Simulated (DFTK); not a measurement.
Crystal: Y.

```
CELL_PARAMETERS angstrom
0.00000 2.55199 2.55199
2.55199 0.00000 2.55199
2.55199 2.55199 0.00000
ATOMIC_POSITIONS crystal
Y 0.00000 0.00000 0.00000
```

This isn't the form of Y at room conditions, which is hcp.

```yaml
Program: DFTK 0.8.2
Task: single point
Functional: PBE
Potentials_or_basis: dojo.nc.sr.pbe.v0_4_1.standard.upf (PBE)
Cutoff: 980 eV
k_mesh: 9 × 9 × 9
Occupations: fermi-dirac, width 0.05 eV
Spin: no spin polarisation
```

On this cell: pressure -0.8 GPa; band gap on the k mesh none (metal or under the smearing width).

The same run follows on a disturbed copy (cell strained at random at fixed volume):

```
Y
1.0
     0.02633    2.56043    2.58486
     2.55941    0.04610    2.56509
     2.57995    2.56119    0.02557
Y
1
Direct
  0.01034 0.99772 0.00314
```

Question: What does the disturbed cell give?

Answer: The energy (extrapolated to zero smearing) moves by +2.2 meV/atom; pressure -0.8 GPa; band gap on the k mesh none (metal or under the smearing width).

Stress tensor (GPa, compression positive):
```
-0.87 -0.55 -0.08
-0.55 -0.68 -0.53
-0.08 -0.53 -0.93
```
